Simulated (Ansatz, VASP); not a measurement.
One calculation of Ir, two programs

```
CELL_PARAMETERS angstrom
2.75698 0.00000 0.00000
-1.37849 2.38761 0.00000
0.00000 0.00000 4.46340
ATOMIC_POSITIONS crystal
Ir 0.66667 0.33333 0.75000
Ir 0.33333 0.66667 0.25000
```

Alike in both runs: functional r2SCAN; k mesh 18 × 18 × 10; occupations gaussian, width 0.1 eV; no spin polarisation.

Ansatz relaxed the structure, and its values are those at the end. VASP's run is a single point on that final structure, the one shown.

|  | VASP | Ansatz |
| --- | --- | --- |
| version | VASP 6.6.1 | Ansatz 0.2.0 |
| potentials or method | VASP PAW PBE potentials, release 64 (Ir) | scalar-relativistic, plane waves, PAW |
| plane-wave cutoff (eV) | 520 | 500 |
| valence electrons in the cell | 18 | 34 |

Ansatz gave:

| Quantity | Value |
| --- | --- |
| gap on the k mesh at the Fermi level (eV) | none |
| pressure (GPa) | -10.3 |

Question: What did VASP give for the same quantities?

Answer: gap on the k mesh at the Fermi level (eV): none; pressure (GPa): -8.1.

A gap of «none» marks a metal or a gap that the smearing closes. The two sets of potentials don't hold the same shells in valence.

Caveats: the PAW data sets were made with another functional, which shifts forces and pressure a little (VASP). Spin-orbit coupling is left out, which matters for the levels of Ir.
